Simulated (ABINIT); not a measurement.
Crystal: Ge.

```
Ge
1.0
    -1.60842    1.60842    1.87318
     1.60842   -1.60842    1.87318
     1.60842    1.60842   -1.87318
Ge
1
Direct
  0.50000 0.50000 0.00000
```

The cell was built by a generator and needn't be a form met in nature.

Base run:

| Item | Value |
| --- | --- |
| Program | ABINIT 10.8.3 (patched build) |
| Functional | PW91 |
| Potentials or basis | JTH PAW PBE v2.0 |
| Cutoff | 707 eV |
| k mesh | 12 × 12 × 12 |
| Occupations | fermi-dirac, width 0.05 eV |
| Spin | no spin polarisation |

Its results: band gap on the k mesh none (metal or under the smearing width); pressure 1.2 GPa.

Question: The run is repeated on the same cell with these changes: functional from PW91 to LDA. What comes out?

Answer: Band gap on the k mesh none (metal or under the smearing width); pressure -4.1 GPa.

LDA binds more tightly than PW91, so the same cell stands under less pressure.

Caveats: the PAW data sets were made with another functional, which shifts forces and pressure a little.
